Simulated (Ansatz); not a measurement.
SiC (zincblende) (r2SCAN geometry), in Ansatz:

```cif
data_structure
_symmetry_space_group_name_H-M 'F-43m'
_symmetry_Int_Tables_number 216
_cell_length_a 4.3561
_cell_length_b 4.3561
_cell_length_c 4.3561
_cell_angle_alpha 90.000
_cell_angle_beta 90.000
_cell_angle_gamma 90.000
_cell_volume 82.66
loop_
_atom_site_label
_atom_site_type_symbol
_atom_site_symmetry_multiplicity
_atom_site_Wyckoff_symbol
_atom_site_fract_x
_atom_site_fract_y
_atom_site_fract_z
_atom_site_occupancy
Si1 Si 4 a 0.00000 0.00000 0.00000 1
C1 C 4 d 0.25000 0.25000 0.75000 1
```

G0W0@PBE with 113 empty bands, a screening cutoff of 180 eV and a 6×6×6 mesh (PAW, contour deformation) gives 2.220 eV over the mesh points, from a PBE gap of 1.352 eV; it sums over 117 bands with 113 plane waves in the screening and a wave cutoff of 420 eV. No extrapolation in bands, cutoff or mesh was made for G0W0. Calculated for a static, non-magnetic cell.

(1) Estimate the gap with starting point r2SCAN, with them a wave cutoff of 500 eV.

(2) Another run gave a Kohn-Sham gap of 1.352 eV and a G0W0 gap of 2.152 eV, summing over 117 bands with 113 plane waves in the screening and a wave cutoff of 420 eV. What was changed?

(3) Another run gave a Kohn-Sham gap of 1.342 eV and a G0W0 gap of 2.223 eV, summing over 117 bands with 113 plane waves in the screening and a wave cutoff of 1116 eV. What was changed?

(4) Estimate the gap with starting point PBE0.

## Answers

(1) 2.389 eV (+0.169 eV), from a Kohn-Sham gap of 1.708 eV.

(2) Frequency model Godby-Needs pole. Only the quasiparticle gap differs.

(3) Potentials of the kind norm-conserving, with them a wave cutoff of 1116 eV. The wave cutoff gives it away.

(4) 2.772 eV (+0.552 eV), from a Kohn-Sham gap of 2.952 eV.
